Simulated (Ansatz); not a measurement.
# Al2Pt: candidate structures, part 2 of 2

Aim: relax 2 candidate structures of Al2Pt by the same steps and rank them by energy.

Ansatz 0.2.0; DFT PBE, scalar-relativistic, plane waves, PAW. Earlier steps stand in the parts before.

## 6. Full relaxation (candidate B)

Input file input.yaml:

```yaml
crystal:
  lattice:
    - [4.3373052238, 0.0, 0.0]
    - [-2.168652612, 3.7562165079, 0.0]
    - [0.0, 0.0, 3.0507052204]
  atoms:
    - { symbol: Al, position: [0.3333333333, 0.6666666667, 0.5] }
    - { symbol: Al, position: [0.6666666667, 0.3333333333, 0.5] }
    - { symbol: Pt, position: [0.0, 0.0, 0.0] }
basis:
  ecutwfc: 420
kpoints:
  mp_grid: { grid: [12, 12, 16] }
hamiltonian:
  xc: pbe
scf:
  occupations: { method: gaussian, width: 0.1 }
output:
  forces: true
  stress: true
  eigenvalues: true
  write_density: true
  write_potential: true
  elf: true
  volumetric_format: npy
relax:
  adjacent_minimum: "off"
  f_tol: 0.01
  max_steps: 80
  cell: { stress_tol: 0.05 }
```

On the command line:

```bash
> ansatz run input.yaml --threads 1 --pin off --max-ram 2560MiB --backend cpu --events-out ev --progress --plain --runs-dir out
```

Standard output:

```text
Warning: RAYON_NUM_THREADS=1 ignored (pool sized by the plan → 1); use --threads N
[... 9 set-up lines as earlier in the session ...]
Crystal: 3 atoms, lattice volume = 49.702 Å³
Basis set: ecut = 420 eV, 977 PW (Γ), exchange–correlation on 60×60×48 points (8 copies of the dense FFT grid, shifted against one another)
Bands: 16, of which v1, the nominal top of the filled ones, is band 12 counted from 1 (11 counted from 0)
Symmetry: 24 space group operations
Space group: P6/mmm (ITA 191), of the structure as read, at distance tolerance 3.7e-5 Å
k-points: 171 of 2304
[... 8 set-up lines as earlier in the session ...]
SCF iter   1: F=—  HF=-13598.450051 eV  |F-HF|=—  |Δ(HF+E_count)|=         —  Δρ=5.57e-3  dr2=1.88e-2  ethr=1.77e-3  ⟨swp⟩=5.3  Hψ=14081  notcnv=0
preconditioner: auto → none  [metal: Δε(μ)=0.016 eV  Ē_g=6.969 eV  σ=0.100 eV  W_gap=0.09  n_scr=8 (ndim 8)  ℏωp=21.1 eV  f_vac=0.000  D(μ)=1.51/eV (n_scr^D=8)  sad-step TF]
SCF iter   2: F=—  HF=-13598.448775 eV  |F-HF|=—  |Δ(HF+E_count)|=   1.28e-3  Δρ=3.33e-3  dr2=7.68e-3  ethr=7.85e-5  ⟨swp⟩=1.0  Hψ=4104  notcnv=0
SCF iter   3: F=—  HF=-13598.447462 eV  |F-HF|=—  |Δ(HF+E_count)|=   1.31e-3  Δρ=2.88e-4  dr2=4.98e-5  ethr=3.20e-5  ⟨swp⟩=2.3  Hψ=3839  notcnv=0
SCF iter   4: F=—  HF=-13598.447374 eV  |F-HF|=—  |Δ(HF+E_count)|=   8.85e-5  Δρ=8.52e-5  dr2=1.60e-6  ethr=2.07e-7  ⟨swp⟩=2.0  Hψ=3826  notcnv=0
SCF iter   5: F=—  HF=-13598.447374 eV  |F-HF|=—  |Δ(HF+E_count)|=   2.44e-7  Δρ=1.78e-5  dr2=1.74e-7  ethr=6.65e-9  ⟨swp⟩=2.2  Hψ=4452  notcnv=0
SCF iter   6: F=-13598.447374 eV  HF=-13598.447374 eV  |F-HF|=3.22e-10  |Δ(HF+E_count)|=   2.67e-8  Δρ=2.34e-6  dr2=9.63e-10  ethr=4.17e-10  ⟨swp⟩=7.2  Hψ=14791  notcnv=0
SCF 1 converged in 6 iterations: F = -13598.447374 eV  dr2 = 9.63e-10
relax step   1: F+E_penalty+E_count = -13598.44737383 eV  Δ(F+E_penalty+E_count) = +0.000e0 eV  max|allowed force component| = 5.693e-17 eV/Å  Δτ_max = 0.0000 Å  P = -3.883 GPa  Ω = 49.702 Å³  (6 SCF iters, dr2 threshold 1.00e-7 eV, accepted)
Crystal: 3 atoms, lattice volume = 47.450 Å³
Basis set: ecut = 420 eV, 927 PW (Γ), exchange–correlation on 60×60×48 points (8 copies of the dense FFT grid, shifted against one another)
[... 2 set-up lines as earlier in the session ...]
iter 1 solved again at ethr=4.18e-4 eV; its pass at ethr=3.10e-3 eV (dr2=1.00e-1 eV) is discarded
SCF iter   1: F=—  HF=-13598.614358 eV  |F-HF|=—  |Δ(HF+E_count)|=         —  Δρ=1.10e-2  dr2=9.72e-2  ethr=4.18e-4  ⟨swp⟩=1.0  Hψ=16762  notcnv=0
preconditioner: auto → none  [metal: Δε(μ)=0.017 eV  Ē_g=7.181 eV  σ=0.100 eV  W_gap=0.10  n_scr=8 (ndim 8)  ℏωp=21.6 eV  f_vac=0.000  D(μ)=1.48/eV (n_scr^D=8)]
SCF iter   2: F=—  HF=-13598.596455 eV  |F-HF|=—  |Δ(HF+E_count)|=   1.79e-2  Δρ=2.71e-3  dr2=2.75e-3  ethr=4.05e-4  ⟨swp⟩=2.4  Hψ=3898  notcnv=0
SCF iter   3: F=—  HF=-13598.595994 eV  |F-HF|=—  |Δ(HF+E_count)|=   4.61e-4  Δρ=9.25e-4  dr2=2.45e-4  ethr=1.15e-5  ⟨swp⟩=1.1  Hψ=2869  notcnv=0
SCF iter   4: F=—  HF=-13598.595901 eV  |F-HF|=—  |Δ(HF+E_count)|=   9.35e-5  Δρ=9.33e-5  dr2=1.51e-6  ethr=1.02e-6  ⟨swp⟩=2.2  Hψ=3583  notcnv=0
iter 5 did not close the SCF: its close was put off for the readings that it lacked (scf_convergence_deferred on its scf_iter line)
SCF iter   5: F=-13598.595901 eV  HF=-13598.595902 eV  |F-HF|=1.08e-7  |Δ(HF+E_count)|=   8.19e-7  Δρ=2.04e-5  dr2=1.52e-7  ethr=6.29e-9  ⟨swp⟩=2.0  Hψ=4527  notcnv=0
SCF iter   6: F=-13598.595902 eV  HF=-13598.595902 eV  |F-HF|=1.38e-10  |Δ(HF+E_count)|=   3.37e-8  Δρ=5.33e-6  dr2=4.14e-9  ethr=6.33e-10  ⟨swp⟩=5.1  Hψ=15888  notcnv=0
SCF 2 converged in 6 iterations: F = -13598.595902 eV  dr2 = 4.14e-9
relax step   2: F+E_penalty+E_count = -13598.59590155 eV  Δ(F+E_penalty+E_count) = -1.485e-1 eV  max|allowed force component| = 3.932e-17 eV/Å  Δτ_max = 0.0000 Å  P = -0.347 GPa  Ω = 47.450 Å³  energy of the carried Pulay correction = +7.756e-4 eV  (6 SCF iters, dr2 threshold 3.00e-7 eV, accepted)
Crystal: 3 atoms, lattice volume = 46.756 Å³
Basis set: ecut = 420 eV, 939 PW (Γ), exchange–correlation on 60×60×48 points (8 copies of the dense FFT grid, shifted against one another)
iter 1 solved again at ethr=1.68e-4 eV; its pass at ethr=3.10e-3 eV (dr2=4.03e-2 eV) is discarded
SCF iter   1: F=—  HF=-13598.696062 eV  |F-HF|=—  |Δ(HF+E_count)|=         —  Δρ=8.69e-3  dr2=3.92e-2  ethr=1.68e-4  ⟨swp⟩=1.0  Hψ=17644  notcnv=0
preconditioner: auto → none  [metal: Δε(μ)=0.023 eV  Ē_g=7.338 eV  σ=0.100 eV  W_gap=0.13  n_scr=8 (ndim 8)  ℏωp=21.7 eV  f_vac=0.000  D(μ)=1.12/eV (n_scr^D=6)]
SCF iter   2: F=—  HF=-13598.687103 eV  |F-HF|=—  |Δ(HF+E_count)|=   8.96e-3  Δρ=3.03e-3  dr2=2.99e-3  ethr=1.63e-4  ⟨swp⟩=1.4  Hψ=3171  notcnv=0
SCF iter   3: F=—  HF=-13598.686455 eV  |F-HF|=—  |Δ(HF+E_count)|=   6.48e-4  Δρ=6.59e-4  dr2=1.01e-4  ethr=1.25e-5  ⟨swp⟩=1.4  Hψ=3117  notcnv=0
SCF iter   4: F=—  HF=-13598.686341 eV  |F-HF|=—  |Δ(HF+E_count)|=   1.14e-4  Δρ=1.08e-4  dr2=1.82e-6  ethr=4.22e-7  ⟨swp⟩=1.9  Hψ=3517  notcnv=0
iter 5 did not close the SCF: its close was put off for the readings that it lacked (scf_convergence_deferred on its scf_iter line)
SCF iter   5: F=-13598.686342 eV  HF=-13598.686342 eV  |F-HF|=1.02e-7  |Δ(HF+E_count)|=   2.68e-7  Δρ=2.04e-5  dr2=1.58e-7  ethr=7.60e-9  ⟨swp⟩=2.3  Hψ=4664  notcnv=0
SCF iter   6: F=-13598.686342 eV  HF=-13598.686342 eV  |F-HF|=7.28e-11  |Δ(HF+E_count)|=   1.87e-8  Δρ=3.64e-6  dr2=2.64e-9  ethr=6.57e-10  ⟨swp⟩=5.3  Hψ=15630  notcnv=0
SCF 3 converged in 6 iterations: F = -13598.686342 eV  dr2 = 2.64e-9
relax step   3: F+E_penalty+E_count = -13598.68634170 eV  Δ(F+E_penalty+E_count) = -9.044e-2 eV  max|allowed force component| = 3.701e-17 eV/Å  Δτ_max = 0.0000 Å  P = +0.707 GPa  Ω = 46.756 Å³  energy of the carried Pulay correction = +9.797e-4 eV  (6 SCF iters, dr2 threshold 3.00e-7 eV, accepted)
[... 12 lines left out ...]
relax step   4: F+E_penalty+E_count = -13598.68765324 eV  Δ(F+E_penalty+E_count) = -1.312e-3 eV  max|allowed force component| = 1.696e-17 eV/Å  Δτ_max = 0.0000 Å  P = +0.070 GPa  Ω = 47.016 Å³  energy of the carried Pulay correction = +8.756e-4 eV  (6 SCF iters, dr2 threshold 3.00e-7 eV, accepted)
[... 13 lines left out ...]
relax step   5: F+E_penalty+E_count = -13598.68764932 eV  Δ(F+E_penalty+E_count) = +3.919e-6 eV  max|allowed force component| = 4.163e-17 eV/Å  Δτ_max = 0.0000 Å  P = -0.042 GPa  Ω = 47.054 Å³  energy of the carried Pulay correction = +8.620e-4 eV  (6 SCF iters, accepted)
[... 13 lines left out ...]
relax step   6: F+E_penalty+E_count = -13598.68765781 eV  Δ(F+E_penalty+E_count) = -8.489e-6 eV  max|allowed force component| = 4.934e-17 eV/Å  Δτ_max = 0.0000 Å  P = -0.000 GPa  Ω = 47.039 Å³  energy of the carried Pulay correction = +8.673e-4 eV  (6 SCF iters, accepted)
Basis set: ecut = 420 eV, 939 PW (Γ), exchange–correlation on 60×60×40 points (8 copies of the dense FFT grid, shifted against one another)
[... 1 set-up line as earlier in the session ...]
iter 1 solved again at ethr=1.16e-8 eV; its pass at ethr=3.10e-3 eV (dr2=2.78e-6 eV) is discarded
SCF iter   1: F=—  HF=-13598.687365 eV  |F-HF|=—  |Δ(HF+E_count)|=         —  Δρ=1.72e-4  dr2=1.60e-6  ethr=1.16e-8  ⟨swp⟩=3.3  Hψ=21775  notcnv=0
preconditioner: auto → none  [metal: Δε(μ)=0.027 eV  Ē_g=7.327 eV  σ=0.100 eV  W_gap=0.15  n_scr=8 (ndim 8)  ℏωp=21.7 eV  f_vac=0.000  D(μ)=1.11/eV (n_scr^D=6)]
SCF iter   2: F=—  HF=-13598.687287 eV  |F-HF|=—  |Δ(HF+E_count)|=   7.83e-5  Δρ=8.04e-5  dr2=2.89e-7  ethr=6.67e-9  ⟨swp⟩=2.3  Hψ=4723  notcnv=0
SCF iter   3: F=—  HF=-13598.687288 eV  |F-HF|=—  |Δ(HF+E_count)|=   1.51e-6  Δρ=1.12e-5  dr2=6.72e-9  ethr=1.20e-9  ⟨swp⟩=2.9  Hψ=5071  notcnv=0
SCF iter   4: F=—  HF=-13598.687288 eV  |F-HF|=—  |Δ(HF+E_count)|=   3.61e-8  Δρ=1.45e-6  dr2=2.49e-10  ethr=2.80e-11  ⟨swp⟩=2.0  Hψ=4376  notcnv=0
SCF iter   5: F=—  HF=-13598.687288 eV  |F-HF|=—  |Δ(HF+E_count)|=  3.58e-10  Δρ=2.93e-7  dr2=3.56e-11  ethr=1.04e-12  ⟨swp⟩=2.5  Hψ=4830  notcnv=0
SCF iter   6: F=-13598.687288 eV  HF=-13598.687288 eV  |F-HF|=7.28e-12  |Δ(HF+E_count)|=    0.00e0  Δρ=3.20e-8  dr2=1.71e-13  ethr=1.00e-12  ⟨swp⟩=5.0  Hψ=10678  notcnv=0
SCF 7 converged in 6 iterations: F = -13598.687288 eV  dr2 = 1.71e-13
relax step   7: F+E_penalty+E_count = -13598.68728822 eV  Δ(F+E_penalty+E_count) = +3.696e-4 eV  max|allowed force component| = 4.163e-17 eV/Å  Δτ_max = 0.0000 Å  P = -0.002 GPa  Ω = 47.039 Å³  stress off target by 2.60e-2 GPa  SCF on the basis re-selected at this cell (its energy is not comparable with the rows above)  (6 SCF iters)
basis re-selected at this cell: Δ(F+E_penalty+E_count) = +3.696e-4 eV, ΔP = -0.002 GPa vs the last step (what re-selecting the basis moved, of the pressure what is left beyond the Pulay correction that the steps carried, after the strain that the cell walked since its last selection, with what the two solves' SCF thresholds leave and, on support functions, any second-order correction that the steps lacked; it is no measure of the basis error at this ecutwfc). The dense FFT grid was sized anew with the basis: this SCF ran on 30×30×20 points, the steps before it on 30×30×24, so part of this shift can come from that change (see relax.cell in the input reference). This SCF's stress stands 2.60e-2 GPa from its target on what of the cell is left free (relax.cell.stress_tol is 5.00e-2 GPa) and its largest allowed force component is 4.16e-17 eV/Å (relax.f_tol is 1.00e-2 eV/Å): within both
SCF converged after 6 iterations
Free energy (F): -13598.687288 eV
Harris-Foulkes:  -13598.687288 eV  (|F-HF|=7.28e-12)
Internal energy: -13598.681718 eV  (E = F + TS)
E sigma→0 (E₀):  -13598.684503 eV
Entropy (-TS):   -0.005570 eV (-1.857 meV/atom)
Fermi energy:    13.636955 eV
--- Per-component energies (eV) ---
  E_band       = -263.408214
  E_kinetic    = 684.250957
  E_local      = -2661.053421  (includes V_loc(G=0)·N_el)
  E_nonlocal   = 220.215391
  E_hartree    = 1075.305802
  E_xc         = -341.897737
  E_vxc        = -361.590997  (∫ρ·V_xc dr)
  E_paw        = -10388.724507  (= ΣΔE_a)
  E_vpaw       = -295.841954  (= ΣTr[D̂ρ^β])
  E_aug_tail   = 0.000200  (compensation charges beyond the density's cutoff)
  E_ewald      = -2186.778405
  E_smearing   = -0.005570  (= −TS)
  E_closure    = 0.000000  (closes the sum)
  Σ components = -13598.687288   (vs F -13598.687288, Δ=0.00e0)
--- Forces (eV/Å), atoms counted from 1 ---
  atom   1  Al    -0.00000000     0.00000000     0.00000000
  atom   2  Al     0.00000000    -0.00000000     0.00000000
  atom   3  Pt     0.00000000     0.00000000     0.00000000
  max |Σ_I F_I| component: 5.26e-31 eV/Å
--- Stress (GPa, compression-positive) ---
        0.010514      -0.000000       0.000000
       -0.000000       0.010514       0.000000
        0.000000       0.000000      -0.026002
  P = ⅓ Tr σ = -0.0017 GPa (-0.017 kbar)
--- Band table (eV; the first three rows and the last of 171) ---
  k-point 0: bands = ["-85.3980", "-39.6275", "-39.6275", "-39.5083", "2.0756", "7.6260", "8.0558", "8.0558", "11.3473", "11.3473", "12.2032", "12.9985", "12.9985", "14.8641", "14.8641", "16.5050"]
  k-point 1: bands = ["-85.3975", "-39.6265", "-39.6265", "-39.5191", "2.1607", "7.7440", "8.1029", "8.1029", "11.0333", "11.0333", "12.2750", "13.3527", "13.3527", "14.8656", "14.8656", "16.5316"]
  k-point 2: bands = ["-85.3960", "-39.6236", "-39.6236", "-39.5498", "2.4134", "8.0836", "8.2412", "8.2412", "10.4400", "10.4400", "12.4885", "14.0722", "14.0722", "14.8671", "14.8671", "16.5603"]
  k-point 170: bands = ["-85.3850", "-39.7877", "-39.6013", "-39.6013", "7.0180", "7.0180", "9.1777", "9.1777", "10.0381", "11.0209", "11.8551", "11.8551", "13.0941", "13.0941", "15.4942", "18.7964"]
--- Relaxed structure (6 steps of the walk, 6 accepted, 1 SCFs on fresh bases) ---
  F+E_penalty+E_count = -13598.68728822 eV   max|allowed force component| = 4.163e-17 eV/Å   (the final SCF, on the basis selected at the relaxed cell)
  cell:  # Å, volume = 47.0392 Å³
    - [4.448272627604584, 5.92122336653348e-11, 0.0]
    - [-2.224136313853571, 3.85231709843492, 0.0]
    - [0.0, 0.0, 2.7450279726750546]
  atoms:
    - { symbol: Al, position: [0.3333333333333333, 0.6666666666666666, 0.5] }
    - { symbol: Al, position: [0.6666666666666665, 0.33333333333333337, 0.5] }
    - { symbol: Pt, position: [2.90663245018648e-35, 2.1755475844204502e-34, 0.0] }
```

Run time: 55 s. Hardware: 1 thread of AMD EPYC 7R43 (Zen 3), shared host; peak memory 0.48 GiB.

Relaxation path:

```csv
step,energy from step 1 (eV/cell),largest force component (eV/Å),pressure (GPa),volume (Å³)
1,0.0000,0.0000,-3.88,49.70
2,-0.1485,0.0000,-0.35,47.45
3,-0.2390,0.0000,0.71,46.76
4,-0.2403,0.0000,0.07,47.02
5,-0.2403,0.0000,-0.04,47.05
6,-0.2403,0.0000,0.00,47.04
7,-0.2399,0.0000,0.00,47.04
```

Step 1 is the start. Step 7 repeats the geometry before it on a plane-wave basis chosen anew for that cell, so its energy need not be comparable with the rows above.

|  | before | after | change |
| --- | --- | --- | --- |
| a (Å) | 4.337 | 4.448 | +2.6 % |
| b (Å) | 4.337 | 4.448 | +2.6 % |
| c (Å) | 3.051 | 2.745 | -10.0 % |
| volume (Å³/atom) | 16.57 | 15.68 | -5.4 % |
| shortest distance (Å) | 2.504 | 2.568 | +2.6 % |
| space group (0.01 Å) | P6/mmm | P6/mmm | same |

The run keeps the 24 symmetry operations of the start, so it could not have lowered the symmetry.

Density in a lattice plane of the grid's cell (edges 4.45 and 4.45 Å, at 0.500 of the third edge), which holds Al.

Ten even steps from ' ' (0.07 e/Å³) to '@' (0.38 e/Å³):
```
@@%%##**++========++++++++++++========++**##%%@@
####**++==========++++++++++==========++**##%%%%
**++==============------==============++++******
++============--::....::--==============++++++++
============::..      ..::======================
==========::..        ..--======================
====++==--..          ::====++==================
++++++==::..        ::--++++++==================
++++++==--........::==++++++++++============++++
++++++==--::::::--==++++++++++==--::::::--==++++
++++++============++++++++++==::........--==++++
++==================++++++--::        ..::==++++
====================++====::          ..--==++==
========================--..        ..::========
========================::..      ..::==========
++++++++++==============--::....::--============
********++++==============------==============++
##%%%%##**++==========++++++++++==========++**##
@@@@%%##**++========++++++++++++========++**##%%
@@@@%%##++==========++++++++++==========++##%%@@
```
Columns run along the first of these edges and rows up along the second, over one cell in 24 and 20 even steps from the bottom left corner. Atoms in the plane (fractional): Al at (0.33, 0.67), Al at (0.67, 0.33).

ELF in the same plane.

Ten even steps from ' ' (0.04) to '@' (0.67):
```
----------==++**##%%@@@@@@@@%%##**++==----------
--------==++**##%%%%%%%%%%%%%%##**====----------
------==++**####**======++######**====----------
--====++####++--..    ..--++####**====----------
==++**####++::          ::++####**++============
++**####**::    --::    --**####**++++++++++++++
##%%%%##--    ----..  ..++%%%%####**************
%%@@@@**::    ....  ..++%%@@@@%%%%##########%%%%
@@@@@@**::        ::++%%@@@@@@%%##********%%%%@@
@@@@@@##==::::::==**%%@@@@@@%%**==::::::==##@@@@
@@@@%%%%********##%%@@@@@@%%++::        ::**@@@@
%%%%%%##########%%%%@@@@%%++..  ....    ::**@@@@
##**************####%%%%++..  ..----    --##%%%%
++++++++++++++++**####**--    ::--    ::**####**
==============++**####++::          ::++####**++
------------====**####++--..    ..--++####++====
------------====**######++======**####**++==----
------------====**##%%%%%%%%%%%%%%##**++==------
------------==++**##%%@@@@@@@@%%##**++==--------
------------==++##%%@@@@@@@@@@%%##++==----------
```
Columns run along the first of these edges and rows up along the second, over one cell in 24 and 20 even steps from the bottom left corner. Atoms in the plane (fractional): Al at (0.33, 0.67), Al at (0.67, 0.33).

Both are smooth fields of the valence electrons: close to the nuclei they are not physical.

Outside the cores ELF peaks at 0.67 on the Al–Al line, 1.3 Å from Al; 0.56 in the shell around Al, 1.1 Å from Al.

## 7. Changed: pseudopotentials.kind paw, pseudopotentials.source jth, ecutwfc left out

Edit input.yaml of step 6 so:

```diff
@@ -9,4 +9,2 @@
     - { symbol: Pt, position: [0.0, 0.0, 0.0] }
-basis:
-  ecutwfc: 420
 kpoints:
@@ -15,2 +13,3 @@
   xc: pbe
+  pseudopotentials: { kind: paw, source: jth }
 scf:
@@ -19,8 +18,4 @@
   forces: true
+  eigenvalues: true
   stress: true
-  eigenvalues: true
-  write_density: true
-  write_potential: true
-  elf: true
-  volumetric_format: npy
 relax:
```

On the command line:

```bash
> ansatz run input.yaml --threads 1 --pin off --max-ram 2560MiB --backend cpu --events-out ev --progress --plain --runs-dir out
```

Standard output, cut to the lines that bear on the results:

```text
Warning: <dir> the checks of this Al dataset prove no rule for summing its radial tables, as where they were carried onto another mesh than they were made on, and Gregory's rule is taken, under which a leading mesh point left out moves its sums only by what lay on the interval it spanned. [...]
Warning: <dir> the checks of this Pt dataset prove no rule for summing its radial tables, as where they were carried onto another mesh than they were made on, and Gregory's rule is taken, under which a leading mesh point left out moves its sums only by what lay on the interval it spanned. [...]
Warning: RAYON_NUM_THREADS=1 ignored (pool sized by the plan → 1); use --threads N
[...]
[... 1 set-up line as earlier in the session ...]
Pseudopotential: Al, paw, valence charge 3, recommended cutoff 570 eV (normal), Al.paw.azcp
Pseudopotential: Pt, paw, valence charge 10, recommended cutoff 750 eV (normal), Pt.paw.azcp
[... 1 set-up line as earlier in the session ...]
[...]
Crystal: 3 atoms, lattice volume = 49.702 Å³
Basis set: ecut = 750 eV, 2317 PW (Γ), exchange–correlation on 80×80×60 points (8 copies of the dense FFT grid, shifted against one another)
[...]
Entropy (-TS):   -0.005572 eV (-1.857 meV/atom)
Fermi energy:    11.854020 eV
[...]
--- Forces (eV/Å), atoms counted from 1 ---
  atom   1  Al     0.00000000     0.00000000    -0.00000000
  atom   2  Al    -0.00000000    -0.00000000     0.00000000
  atom   3  Pt     0.00000000     0.00000000     0.00000000
[...]
--- Stress (GPa, compression-positive) ---
       -0.005670      -0.000000       0.000000
       -0.000000      -0.005670       0.000000
        0.000000       0.000000      -0.034072
  P = ⅓ Tr σ = -0.0151 GPa (-0.151 kbar)
--- Band table (eV; the first three rows and the last of 171) ---
  k-point 0: bands = ["0.2787", "5.8474", "6.2689", "6.2689", "9.5483", "9.5483", "10.4470", "11.2284", "11.2284", "13.0782", "13.0782", "14.7223"]
[...]
--- Relaxed structure (5 steps of the walk, 5 accepted, 1 SCFs on fresh bases) ---
  F+E_penalty+E_count = -11242.95779496 eV   max|allowed force component| = 3.701e-17 eV/Å   (the final SCF, on the basis selected at the relaxed cell)
  cell:  # Å, volume = 47.0029 Å³
    - [4.445245683765033, 5.917194109216103e-11, 0.0]
    - [-2.222622841933761, 3.8496956881740605, 0.0]
    - [0.0, 0.0, 2.7466454226978785]
  atoms:
    - { symbol: Al, position: [0.3333333333333333, 0.6666666666666666, 0.5000000000000001] }
    - { symbol: Al, position: [0.6666666666666665, 0.33333333333333326, 0.5000000000000001] }
    - { symbol: Pt, position: [-1.7375528515239485e-34, -2.0936529944771423e-34, 0.0] }
```

It took 74 s on 1 thread of AMD EPYC 7R43 (Zen 3), shared host; peak memory 0.59 GiB.

| run | ending | energy change | pressure (GPa) | gap (eV) | force (eV/Å) | cycles | time |
| --- | --- | --- | --- | --- | --- | --- | --- |
| step 6 | converged | - | 0.0 | 0.00 | 0.00 | - | 55 s |
| variant | converged | not comparable | 0.0 | 0.00 | 0.00 | - | 74 s |

A change of potentials puts the total energy on another scale.

## 8. What came out

What follows sums up all 2 parts.

Formation energies count from the elements, computed with the same settings in runs not shown here.

```
candidate                                                 start  space group at the end  atoms  volume (Å³/atom)  energy above the lowest (meV/atom)  gap on the mesh (eV)  formation energy (eV/atom)
        A  structure reported for this formula (Fm-3m, No. 225)                   Fm-3m      3             17.52                                 0.0                  0.00                      -0.881
        B                          TbCd2 type (P6/mmm, No. 191)                  P6/mmm      3             15.68                               661.5                  0.00                      -0.220
```

**Reading.** A (Fm-3m) is lowest, 662 meV/atom under B. The ranking holds among these candidates alone. With -0.88 eV/atom the lowest lies under the elements, which doesn't yet make it stable against other compounds of them. Spin-orbit coupling is left out for Pt.
